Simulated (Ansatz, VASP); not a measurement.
**Two plane-wave programs on AlRu**

INCAR

```
ALGO = Fast
EDIFF = 1E-6
ENCUT = 520
GGA = PE
ISIF = 2
ISMEAR = 0
LASPH = True
LCHARG = True
LELF = True
LREAL = False
LVHAR = True
LWAVE = False
NBANDS = 44
NELM = 100
PREC = Accurate
SIGMA = 0.15
```

KPOINTS

```
k-points
0
Gamma
  14 14 14
```

File POSCAR:

```
AlRu
1.0
   -3.0040847246      3.0040847246      3.0040847246
    3.0040847246     -3.0040847246      3.0040847246
    3.0040847246      3.0040847246     -3.0040847246
Al Ru
4 4
Direct
    0.0000000000      0.5000000000      0.5000000000
    0.5000000000      0.0000000000      0.5000000000
    0.5000000000      0.5000000000      0.0000000000
    0.0000000000      0.0000000000      0.0000000000
    0.5000000000      0.5000000000      0.5000000000
    0.0000000000      0.0000000000      0.5000000000
    0.0000000000      0.5000000000      0.0000000000
    0.5000000000      0.0000000000      0.0000000000
```

Input for Ansatz:

```yaml
crystal:
  lattice:
    - [-3.0040847246, 3.0040847246, 3.0040847246]
    - [3.0040847246, -3.0040847246, 3.0040847246]
    - [3.0040847246, 3.0040847246, -3.0040847246]
  atoms:
    - { symbol: Al, position: [0.0, 0.0, 0.0] }
    - { symbol: Al, position: [0.5, 0.5, 0.0] }
    - { symbol: Al, position: [0.5, 0.0, 0.5] }
    - { symbol: Al, position: [0.0, 0.5, 0.5] }
    - { symbol: Ru, position: [0.5, 0.5, 0.5] }
    - { symbol: Ru, position: [0.0, 0.0, 0.5] }
    - { symbol: Ru, position: [0.0, 0.5, 0.0] }
    - { symbol: Ru, position: [0.5, 0.0, 0.0] }
basis:
  ecutwfc: 420
kpoints:
  mp_grid: { grid: [14, 14, 14] }
hamiltonian:
  xc: pbe
scf:
  occupations: { method: gaussian, width: 0.15 }
output:
  forces: true
  stress: true
  eigenvalues: true
  write_density: true
  write_potential: true
  elf: true
  volumetric_format: npy
```

Alike in both runs: task single point; functional PBE; k mesh 14 × 14 × 14; occupations gaussian, width 0.15 eV; no spin polarisation.

|  | VASP | Ansatz |
| --- | --- | --- |
| version | VASP 6.6.1 | Ansatz 0.2.0 |
| potentials or method | VASP PAW PBE potentials, release 64 (Al, Ru_pv) | scalar-relativistic, plane waves, PAW |
| plane-wave cutoff (eV) | 520 | 420 |
| valence electrons in the cell | 68 | 76 |

VASP gave:

```
gap on the k mesh at the Fermi level (eV) : none
pressure (GPa)                            : 0.1
```

Question: Which values does Ansatz return?

Answer: gap on the k mesh at the Fermi level (eV): none; pressure (GPa): 0.0.

A gap of «none» marks a metal or a gap that the smearing closes. The two sets of potentials don't hold the same shells in valence.
